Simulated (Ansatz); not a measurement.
# ZrSe2 (P-3m1) in Ansatz: a series of runs

Aim: see how the results for ZrSe2 move with the level of theory and the settings. Levels: PBEsol, LDA. Tasks: band structure.

All numbers are computed with Ansatz 0.2.0; they aren't measurements. Logs are shortened: lines on timing, memory, paths and dates and some standing lists are left out, and cuts for length are marked.

**What was measured.**

From “Stress-Tuned Optical Transitions in Layered 1T-MX2 (M= Hf, Zr, Sn; X= S, Se) Crystals”, 2022, arxiv:2210.12074, for a bulk crystal of ZrSe2: band gap 1.2 eV (indirect).

The runs below are set against these values where they give the same quantity.

### 1 The structure

Symmetry: P-3m1, No. 164, trigonal system. The conventional cell has a = 3.798 Å, b = 3.798 Å, c = 6.192 Å, α = 90.00°, β = 90.00°, γ = 120.00°. Zr (site symmetry -3m) has 6 Se at 2.68 Å as nearest neighbours. Se (site symmetry 3m) has 3 Zr at 2.68 Å as nearest neighbours.

### 2 Band structure, PBEsol

Input file input.yaml:

```yaml
crystal:
  lattice:
    - [3.798, 0.0, 0.0]
    - [-1.899, 3.2891644836, 0.0]
    - [0.0, 0.0, 6.192]
  atoms:
    - { symbol: Zr, position: [0.0, 0.0, 0.0] }
    - { symbol: Se, position: [0.6666666667, 0.3333333333, 0.75] }
    - { symbol: Se, position: [0.3333333333, 0.6666666667, 0.25] }
kpoints:
  mp_grid: { grid: [8, 8, 5] }
  band_path:
    path:
      - [0.0, 0.0, 0.0]
      - [0.5, 0.0, 0.0]
      - [0.3333333333, 0.3333333333, 0.0]
      - [0.0, 0.0, 0.0]
      - [0.0, 0.0, 0.5]
      - [0.5, 0.0, 0.5]
      - [0.3333333333, 0.3333333333, 0.5]
      - [0.0, 0.0, 0.5]
    npoints: 12
scf:
  occupations: { method: fermi_dirac, width: 0.05 }
hamiltonian:
  xc: pbesol
  pseudopotentials: { kind: all_electron, lapw: { basis_error: 0.002 } }
output:
  forces: true
  stress: true
  eigenvalues: true
```

Potentials or basis: all-electron LAPW, scalar-relativistic.

The run is started by

```bash
$ ansatz run input.yaml --threads 2 --pin off --max-ram 8192MiB --backend cpu --events-out ev --progress --plain --runs-dir out
```

Output:

```text
Warning: RAYON_NUM_THREADS=2 ignored (pool sized by the plan → 2); use --threads N
LAPW: plane waves up to 7.529 Å⁻¹, error target 2.0e-3 eV per atom; small_component_spin mean_spin; Se in spheres of 1.329 Å, 24 of its electrons in bands, Dirac shells []; Zr in spheres of 1.356 Å, 28 of its electrons in bands, Dirac shells [] (how accurate: hamiltonian.pseudopotentials.lapw.basis_error, Limitations)
Engine: ansatz 0.2.0, x86_64-unknown-linux-gnu
Pseudopotentials: kind: all_electron
Pseudopotential: Zr, LAPW, valence charge 28, lapw/all_electron/scalar/gaussian/Zr, Koelling and Harmon's equation, gaussian nucleus
Pseudopotential: Se, LAPW, valence charge 24, lapw/all_electron/scalar/gaussian/Se, Koelling and Harmon's equation, gaussian nucleus
Functional definition: PBEsol
  exchange = pbesol_x
  correlation = pbesol_c
Crystal: 3 atoms, lattice volume = 77.352 Å³
Basis set: ecut = 215.99121150321574 eV, 549 PW (Γ), exchange–correlation at level 2
Bands: 46, of which v1, the nominal top of the filled ones, is band 38 counted from 1 (37 counted from 0)
Symmetry: 12 space group operations
Space group: P-3m1 (ITA 164), of the structure as read, at distance tolerance 4.3e-5 Å
k-points: 40 of 320
Non-local potential: Zr, projectors of the file, none
Non-local potential: Se, projectors of the file, none
Initial density: superposition of atomic densities (chi_scale 0.1, normalization cell, long waves kept (reshape's long-wave potential 0.17 eV rms))
Initial wavefunctions: plane waves of lowest kinetic energy (no species holds an atomic orbital)
Functional: x = pbesol(κ = 0.804, μ = 0.12345679012345678), c = pbesol(β = 0.046)
iter 1 solved again at ethr=1.61e-3 eV; its pass at ethr=1.00e-1 eV (dr2=1.22e0 eV) is discarded
SCF iter   1: F=—  HF=-230038.003114 eV  |F-HF|=—  |Δ(HF+E_count)|=         —  Δρ=3.23e-2  dr2=1.22e0  ethr=1.61e-3  ⟨swp⟩=2.0  Hψ=11593  notcnv=0
preconditioner: auto → Resta (q_TF=auto, 2.720 Å⁻¹)  ε∞=3.9  [insulator: Δε(μ)=0.942 eV  Ē_g=9.941 eV  σ=0.050 eV  W_gap=1.00  n_scr=22 (ndim 8)  ℏωp=16.9 eV  f_vac=0.152  D(μ)=0.00/eV (n_scr^D=0)  ε∞_Penn≈3.9]
SCF iter   2: F=—  HF=-230037.619890 eV  |F-HF|=—  |Δ(HF+E_count)|=   3.83e-1  Δρ=1.42e-2  dr2=3.38e-1  ethr=1.61e-3  ⟨swp⟩=2.0  Hψ=5802  notcnv=0
SCF iter   3: F=—  HF=-230037.573914 eV  |F-HF|=—  |Δ(HF+E_count)|=   4.60e-2  Δρ=9.46e-3  dr2=1.08e-1  ethr=4.45e-4  ⟨swp⟩=2.0  Hψ=5782  notcnv=0
iter 4 solved again at ethr=6.26e-6 eV; its pass at ethr=1.42e-4 eV (dr2=4.76e-3 eV) is discarded
SCF iter   4: F=—  HF=-230037.557466 eV  |F-HF|=—  |Δ(HF+E_count)|=         —  Δρ=1.76e-3  dr2=4.75e-3  ethr=6.26e-6  ⟨swp⟩=2.0  Hψ=9243  notcnv=0
the basis was enlarged: its passes take 125.0 KiB over the memory plan, 2 of 2 planned eigensolver slots
SCF iter   5: F=—  HF=-230037.558792 eV  |F-HF|=—  |Δ(HF+E_count)|=   1.33e-3  Δρ=5.59e-4  dr2=4.26e-4  ethr=6.25e-6  ⟨swp⟩=2.0  Hψ=5489  notcnv=0
SCF iter   6: F=—  HF=-230037.558538 eV  |F-HF|=—  |Δ(HF+E_count)|=   2.53e-4  Δρ=2.76e-4  dr2=7.40e-5  ethr=5.60e-7  ⟨swp⟩=2.0  Hψ=5488  notcnv=0
SCF iter   7: F=—  HF=-230037.558613 eV  |F-HF|=—  |Δ(HF+E_count)|=   7.44e-5  Δρ=8.79e-5  dr2=1.08e-5  ethr=9.74e-8  ⟨swp⟩=3.0  Hψ=5658  notcnv=0
SCF iter   8: F=—  HF=-230037.558628 eV  |F-HF|=—  |Δ(HF+E_count)|=   1.54e-5  Δρ=2.17e-5  dr2=5.87e-7  ethr=1.43e-8  ⟨swp⟩=3.0  Hψ=5742  notcnv=0
SCF iter   9: F=-230037.558629 eV  HF=-230037.558629 eV  |F-HF|=1.41e-8  |Δ(HF+E_count)|=   9.65e-7  Δρ=6.53e-6  dr2=5.27e-8  ethr=7.72e-10  ⟨swp⟩=3.0  Hψ=5726  notcnv=0
SCF 1 converged in 9 iterations: F = -230037.558629 eV  dr2 = 5.27e-8
NSCF: frozen V_eff on 85 k-points
SCF converged after 9 iterations
Free energy (F): -230037.558629 eV
Harris-Foulkes:  -230037.558629 eV  (|F-HF|=1.41e-8)
Internal energy: -230037.558050 eV  (E = F + TS)
E sigma→0 (E₀):  -230037.558340 eV
Entropy (-TS):   -0.000579 eV (-0.193 meV/atom)
Fermi energy:    9.663111 eV
--- Per-component energies (eV) ---
  E_band       = -6713.112119
  E_kinetic    = 236367.004281
  E_xc         = -7755.101281
  E_electrostatic = -458649.461050  (all electrons and nuclei)
  E_smearing   = -0.000579  (= −TS)
  E_closure    = 0.000000  (closes the sum)
  E_atoms      = -230018.017893  (free atoms, spherical and without spin; not in F)
  Σ components = -230037.558629   (vs F -230037.558629, Δ=0.00e0)
  Basis errors (estimates in eV, not in F): energy 8.8e-4 per atom: plane waves 7.6e-4 (4.4e-4 summed), levels above the bands 3.5e-73, relativity 1.1e-7, radial functions 1.2e-4, core shells 1.6e-6; eigenvalues (radial functions only) 2.7e-6; not estimated: angular momenta, meshes, grids; target (lapw.basis_error) 2.0e-3; muffin-tin radii Se 1.329 Å, Zr 1.356 Å
--- Forces (eV/Å), atoms counted from 1 ---
  atom   1  Zr     0.00000000     0.00000000     0.00000000
  atom   2  Se     0.00000000     0.00000000    -0.08467999
  atom   3  Se    -0.00000000    -0.00000000     0.08467999
  max |Σ_I F_I| component: 1.36e-31 eV/Å
--- Stress (GPa, compression-positive) ---
       -1.871468       0.000000       0.000000
        0.000000      -1.871468      -0.000000
        0.000000      -0.000000       0.192828
  P = ⅓ Tr σ = -1.1834 GPa (-11.834 kbar)
--- Band table (eV; the first three rows and the last of 40) ---
  k-point 0: bands = ["-302.6195", "-302.6195", "-302.6162", "-197.3339", "-197.3339", "-160.0587", "-160.0587", "-160.0572", "-160.0364", "-160.0364", "-137.0006", "-137.0006", "-136.9982", "-136.9982", "-136.9982", "-136.9982", "-39.8593", "-37.4423", "-37.4423", "-37.4422", "-37.4422", "-37.4361", "-37.4359", "-37.4345", "-37.4345", "-37.4343", "-37.4343", "-17.9417", "-17.8291", "-17.8291", "-3.7383", "-2.4724", "4.7763", "6.7643", "6.7643", "9.4470", "9.4470", "9.4966", "10.5149", "10.5149", "11.0388", "13.8348", "13.8348", "14.0749", "14.4333", "18.3868"]
  k-point 1: bands = ["-302.6195", "-302.6195", "-302.6162", "-197.3339", "-197.3339", "-160.0587", "-160.0587", "-160.0572", "-160.0364", "-160.0364", "-137.0006", "-137.0006", "-136.9982", "-136.9982", "-136.9982", "-136.9982", "-39.8593", "-37.4423", "-37.4423", "-37.4421", "-37.4421", "-37.4361", "-37.4359", "-37.4345", "-37.4345", "-37.4343", "-37.4343", "-17.9418", "-17.8291", "-17.8291", "-3.6665", "-2.5840", "5.0575", "6.7801", "6.7801", "8.7599", "9.3882", "9.3882", "10.5054", "10.5054", "11.2651", "13.9677", "13.9677", "14.5440", "14.7022", "18.4684"]
  k-point 2: bands = ["-302.6195", "-302.6195", "-302.6162", "-197.3339", "-197.3339", "-160.0587", "-160.0587", "-160.0572", "-160.0364", "-160.0364", "-137.0006", "-137.0006", "-136.9982", "-136.9982", "-136.9982", "-136.9982", "-39.8593", "-37.4424", "-37.4424", "-37.4420", "-37.4420", "-37.4360", "-37.4359", "-37.4346", "-37.4346", "-37.4343", "-37.4343", "-17.9420", "-17.8291", "-17.8291", "-3.5094", "-2.8033", "5.7144", "6.8066", "6.8066", "7.6468", "9.2960", "9.2960", "10.4894", "10.4894", "11.4020", "14.1949", "14.1949", "14.8276", "15.8490", "18.2410"]
  k-point 39: bands = ["-302.6195", "-302.6195", "-302.6162", "-197.3339", "-197.3339", "-160.0587", "-160.0587", "-160.0572", "-160.0364", "-160.0364", "-137.0006", "-137.0006", "-136.9982", "-136.9982", "-136.9982", "-136.9982", "-39.8487", "-37.4423", "-37.4422", "-37.4421", "-37.4388", "-37.4356", "-37.4356", "-37.4343", "-37.4342", "-37.4341", "-37.4340", "-17.9812", "-17.9293", "-17.8916", "-2.6230", "-2.4719", "5.4337", "5.7870", "6.4565", "7.0551", "7.3885", "7.7411", "10.9770", "11.7656", "11.8765", "13.8615", "14.6809", "16.2204", "17.0420", "17.5935"]
```

It took 30 s on 2 threads of Intel Xeon at 2.50GHz (Skylake/Cascade Lake), shared host; peak memory 0.42 GiB.

Results:

```yaml
Free_energy: -230037.5586 eV
Pressure: -1.2 GPa
Largest_force: 0.085 eV/Å
Band_gap_on_the_k_mesh: 0.36 eV, indirect (least direct gap 1.02 eV)
Band_gap_along_the_path: 0.32 eV, indirect (least direct gap 1.02 eV)
```

Forces in eV/Å, atoms in the order of the input:
```
Zr   0.000  0.000  0.000
Se   0.000  0.000 -0.085
Se   0.000  0.000  0.085
```

Stress tensor (GPa, compression positive):
```
-1.87  0.00  0.00
 0.00 -1.87  0.00
 0.00  0.00  0.19
```

Levels at the corners of the path, in eV from the valence-band top:
```tsv
point	band 36	band 37	band 38	band 39	band 40	band 41
Γ	-0.06	-0.06	-0.01	1.01	1.01	1.54
M	-2.51	-2.16	-1.37	0.52	2.49	2.82
K	-2.33	-2.33	-1.76	1.65	2.58	2.58
Γ	-0.06	-0.06	-0.01	1.01	1.01	1.54
A	-2.10	-0.22	-0.22	0.98	0.98	1.91
L	-2.54	-1.06	-0.99	0.32	2.48	2.81
H	-2.39	-2.01	-2.01	1.72	2.17	2.17
A	-2.10	-0.22	-0.22	0.98	0.98	1.91
```

Caveat: this functional lacks dispersion, which binds the layers, so the pressure and a relaxed spacing across them are unreliable.

### 3 Band structure, LDA

input.yaml: that of step 2 with these lines changed.

```diff
@@ -25,3 +25,3 @@
 hamiltonian:
-  xc: pbesol
+  xc: lda
   pseudopotentials: { kind: all_electron, lapw: { basis_error: 0.002 } }
```

Potentials or basis: all-electron LAPW, scalar-relativistic.

The run is started by

```bash
$ ansatz run input.yaml --threads 2 --pin off --max-ram 8192MiB --backend cpu --events-out ev --progress --plain --runs-dir out
```

Output:

```text
Warning: RAYON_NUM_THREADS=2 ignored (pool sized by the plan → 2); use --threads N
LAPW: plane waves up to 7.519 Å⁻¹, error target 2.0e-3 eV per atom; small_component_spin mean_spin; Se in spheres of 1.330 Å, 24 of its electrons in bands, Dirac shells []; Zr in spheres of 1.354 Å, 28 of its electrons in bands, Dirac shells [] (how accurate: hamiltonian.pseudopotentials.lapw.basis_error, Limitations)
[... 4 set-up lines as earlier in the session ...]
Functional definition: SPW92
  exchange = slater_x
  correlation = pw_c
Crystal: 3 atoms, lattice volume = 77.352 Å³
Basis set: ecut = 215.38445971041165 eV, 549 PW (Γ), exchange–correlation at level 2
Bands: 46, of which v1, the nominal top of the filled ones, is band 38 counted from 1 (37 counted from 0)
[... 2 set-up lines as earlier in the session ...]
k-points: 40 of 320
[... 4 set-up lines as earlier in the session ...]
Functional: x = slater, c = lda
iter 1 solved again at ethr=1.71e-3 eV; its pass at ethr=1.00e-1 eV (dr2=1.30e0 eV) is discarded
SCF iter   1: F=—  HF=-229905.283027 eV  |F-HF|=—  |Δ(HF+E_count)|=         —  Δρ=3.33e-2  dr2=1.30e0  ethr=1.71e-3  ⟨swp⟩=2.0  Hψ=11606  notcnv=0
preconditioner: auto → Resta (q_TF=auto, 2.720 Å⁻¹)  ε∞=3.9  [insulator: Δε(μ)=0.973 eV  Ē_g=9.954 eV  σ=0.050 eV  W_gap=1.00  n_scr=22 (ndim 8)  ℏωp=16.9 eV  f_vac=0.152  D(μ)=0.00/eV (n_scr^D=0)  ε∞_Penn≈3.9]
SCF iter   2: F=—  HF=-229904.860675 eV  |F-HF|=—  |Δ(HF+E_count)|=   4.22e-1  Δρ=1.41e-2  dr2=3.37e-1  ethr=1.71e-3  ⟨swp⟩=2.0  Hψ=5802  notcnv=0
SCF iter   3: F=—  HF=-229904.807024 eV  |F-HF|=—  |Δ(HF+E_count)|=   5.37e-2  Δρ=9.65e-3  dr2=1.12e-1  ethr=4.44e-4  ⟨swp⟩=2.1  Hψ=5789  notcnv=0
iter 4 solved again at ethr=5.94e-6 eV; its pass at ethr=1.48e-4 eV (dr2=4.52e-3 eV) is discarded
SCF iter   4: F=—  HF=-229904.783234 eV  |F-HF|=—  |Δ(HF+E_count)|=         —  Δρ=1.73e-3  dr2=4.51e-3  ethr=5.94e-6  ⟨swp⟩=2.0  Hψ=9259  notcnv=0
the basis was enlarged: its passes take 122.2 KiB over the memory plan, 2 of 2 planned eigensolver slots
SCF iter   5: F=—  HF=-229904.783302 eV  |F-HF|=—  |Δ(HF+E_count)|=   6.77e-5  Δρ=5.27e-4  dr2=3.78e-4  ethr=5.94e-6  ⟨swp⟩=2.0  Hψ=5488  notcnv=0
SCF iter   6: F=—  HF=-229904.782949 eV  |F-HF|=—  |Δ(HF+E_count)|=   3.52e-4  Δρ=2.50e-4  dr2=5.87e-5  ethr=4.97e-7  ⟨swp⟩=2.0  Hψ=5488  notcnv=0
SCF iter   7: F=—  HF=-229904.782959 eV  |F-HF|=—  |Δ(HF+E_count)|=   9.06e-6  Δρ=7.31e-5  dr2=6.83e-6  ethr=7.73e-8  ⟨swp⟩=2.0  Hψ=5488  notcnv=0
SCF iter   8: F=—  HF=-229904.782961 eV  |F-HF|=—  |Δ(HF+E_count)|=   2.65e-6  Δρ=1.66e-5  dr2=3.21e-7  ethr=8.99e-9  ⟨swp⟩=3.0  Hψ=5540  notcnv=0
SCF iter   9: F=-229904.782961 eV  HF=-229904.782961 eV  |F-HF|=3.61e-8  |Δ(HF+E_count)|=   2.03e-7  Δρ=5.32e-6  dr2=3.74e-8  ethr=4.22e-10  ⟨swp⟩=3.0  Hψ=5547  notcnv=0
SCF 1 converged in 9 iterations: F = -229904.782961 eV  dr2 = 3.74e-8
NSCF: frozen V_eff on 85 k-points
SCF converged after 9 iterations
Free energy (F): -229904.782961 eV
Harris-Foulkes:  -229904.782961 eV  (|F-HF|=3.61e-8)
Internal energy: -229904.782242 eV  (E = F + TS)
E sigma→0 (E₀):  -229904.782602 eV
Entropy (-TS):   -0.000720 eV (-0.240 meV/atom)
Fermi energy:    9.488480 eV
--- Per-component energies (eV) ---
  E_band       = -6722.389617
  E_kinetic    = 236170.972198
  E_xc         = -7620.215531
  E_electrostatic = -458455.538909  (all electrons and nuclei)
  E_smearing   = -0.000720  (= −TS)
  E_closure    = 0.000000  (closes the sum)
  E_atoms      = -229884.387838  (free atoms, spherical and without spin; not in F)
  Σ components = -229904.782961   (vs F -229904.782961, Δ=0.00e0)
  Basis errors (estimates in eV, not in F): energy 8.2e-4 per atom: plane waves 7.3e-4 (4.3e-4 summed), levels above the bands 3.2e-73, relativity 4.6e-9, radial functions 8.6e-5, core shells 1.7e-6; eigenvalues (radial functions only) 2.7e-6; not estimated: angular momenta, meshes, grids; target (lapw.basis_error) 2.0e-3; muffin-tin radii Se 1.330 Å, Zr 1.354 Å
--- Forces (eV/Å), atoms counted from 1 ---
  atom   1  Zr     0.00000000    -0.00000000     0.00000000
  atom   2  Se     0.00000000     0.00000000     0.08063135
  atom   3  Se    -0.00000000    -0.00000000    -0.08063135
  max |Σ_I F_I| component: 6.78e-32 eV/Å
--- Stress (GPa, compression-positive) ---
       -3.772811      -0.000000       0.000000
        0.000000      -3.772811      -0.000000
        0.000000      -0.000000      -1.896717
  P = ⅓ Tr σ = -3.1474 GPa (-31.474 kbar)
--- Band table (eV; the first three rows and the last of 40) ---
  k-point 0: bands = ["-302.5342", "-302.5342", "-302.5308", "-196.9055", "-196.9055", "-160.3595", "-160.3595", "-160.3580", "-160.3365", "-160.3365", "-136.9443", "-136.9443", "-136.9420", "-136.9420", "-136.9420", "-136.9420", "-39.9862", "-37.7083", "-37.7083", "-37.7082", "-37.7082", "-37.7019", "-37.7017", "-37.7004", "-37.7004", "-37.7002", "-37.7002", "-18.0878", "-17.9793", "-17.9793", "-3.9334", "-2.6785", "4.6148", "6.6081", "6.6081", "9.2864", "9.2864", "9.3358", "10.3190", "10.3190", "10.8340", "13.6565", "13.6565", "13.8069", "14.2793", "18.2384"]
  k-point 1: bands = ["-302.5342", "-302.5342", "-302.5308", "-196.9055", "-196.9055", "-160.3595", "-160.3595", "-160.3580", "-160.3365", "-160.3365", "-136.9443", "-136.9443", "-136.9420", "-136.9420", "-136.9420", "-136.9420", "-39.9862", "-37.7084", "-37.7084", "-37.7082", "-37.7082", "-37.7019", "-37.7017", "-37.7004", "-37.7004", "-37.7002", "-37.7002", "-18.0879", "-17.9793", "-17.9793", "-3.8617", "-2.7894", "4.8960", "6.6241", "6.6241", "8.5878", "9.2271", "9.2271", "10.3095", "10.3095", "11.0620", "13.7898", "13.7898", "14.3670", "14.4696", "18.3211"]
  k-point 2: bands = ["-302.5342", "-302.5342", "-302.5308", "-196.9055", "-196.9055", "-160.3595", "-160.3595", "-160.3580", "-160.3365", "-160.3365", "-136.9443", "-136.9443", "-136.9420", "-136.9420", "-136.9420", "-136.9420", "-39.9862", "-37.7085", "-37.7085", "-37.7081", "-37.7081", "-37.7018", "-37.7018", "-37.7004", "-37.7004", "-37.7002", "-37.7002", "-18.0881", "-17.9793", "-17.9793", "-3.7045", "-3.0077", "5.5563", "6.6508", "6.6508", "7.4642", "9.1343", "9.1343", "10.2935", "10.2935", "11.1956", "14.0176", "14.0176", "14.6793", "15.6108", "18.0202"]
  k-point 39: bands = ["-302.5342", "-302.5342", "-302.5308", "-196.9055", "-196.9055", "-160.3595", "-160.3595", "-160.3580", "-160.3365", "-160.3365", "-136.9443", "-136.9443", "-136.9420", "-136.9420", "-136.9420", "-136.9420", "-39.9757", "-37.7084", "-37.7083", "-37.7082", "-37.7046", "-37.7015", "-37.7014", "-37.7001", "-37.7001", "-37.7000", "-37.6999", "-18.1318", "-18.0797", "-18.0375", "-2.8301", "-2.6793", "5.2798", "5.6373", "6.2993", "6.8980", "7.2302", "7.5861", "10.7790", "11.5591", "11.6687", "13.6844", "14.4969", "16.0296", "16.8354", "17.3909"]
```

Wall time 30 s (2 threads of Intel Xeon at 2.50GHz (Skylake/Cascade Lake), shared host); peak memory 0.42 GiB.

What came out:

| Property | Result |
| --- | --- |
| Free energy | -229904.7830 eV |
| Pressure | -3.1 GPa |
| Largest force | 0.081 eV/Å |
| Band gap on the k mesh | 0.33 eV, indirect (least direct gap 0.98 eV) |
| Band gap along the path | 0.29 eV, indirect (least direct gap 0.98 eV) |

Forces on the atoms (eV/Å):
```
Zr   0.000  0.000  0.000
Se   0.000  0.000  0.081
Se   0.000  0.000 -0.081
```

Levels at the corners of the path, in eV from the valence-band top:
| point | band 35 | band 36 | band 37 | band 38 | band 39 | band 40 | band 41 | band 42 |
| --- | --- | --- | --- | --- | --- | --- | --- | --- |
| Γ | -2.73 | -0.05 | -0.05 | -0.01 | 0.98 | 0.98 | 1.49 | 4.32 |
| M | -2.70 | -2.51 | -2.16 | -1.37 | 0.49 | 2.44 | 2.77 | 4.77 |
| K | -3.58 | -2.33 | -2.33 | -1.75 | 1.61 | 2.54 | 2.54 | 4.02 |
| Γ | -2.73 | -0.05 | -0.05 | -0.01 | 0.98 | 0.98 | 1.49 | 4.32 |
| A | -2.69 | -2.12 | -0.22 | -0.22 | 0.95 | 0.95 | 1.87 | 4.72 |
| L | -2.69 | -2.54 | -1.05 | -0.98 | 0.29 | 2.43 | 2.76 | 4.47 |
| H | -3.39 | -2.39 | -2.01 | -2.01 | 1.67 | 2.12 | 2.12 | 4.85 |
| A | -2.69 | -2.12 | -0.22 | -0.22 | 0.95 | 0.95 | 1.87 | 4.72 |

### 4 Comparison with measurements

Step 2. Measured gap of ZrSe2: 1.2 eV (indirect; quoted in “Stress-Tuned Optical Transitions in Layered 1T-MX2 (M= Hf, Zr, Sn; X= S, Se) Crystals”, 2022, arxiv:2210.12074). This calculation gives 0.32 eV (-0.88 eV). Spin-orbit coupling on Se, Zr is left out. The value is that of PBEsol, without temperature or zero-point motion. Semilocal functionals fall short of measured gaps as a rule.

Step 3. A measured gap of ZrSe2 is 1.2 eV (indirect; quoted in “Stress-Tuned Optical Transitions in Layered 1T-MX2 (M= Hf, Zr, Sn; X= S, Se) Crystals”, 2022, arxiv:2210.12074); the calculated 0.29 eV misses it by -0.91 eV. Spin-orbit coupling on Se, Zr is left out. The value is that of LDA, without temperature or zero-point motion. Semilocal functionals fall short of measured gaps as a rule.
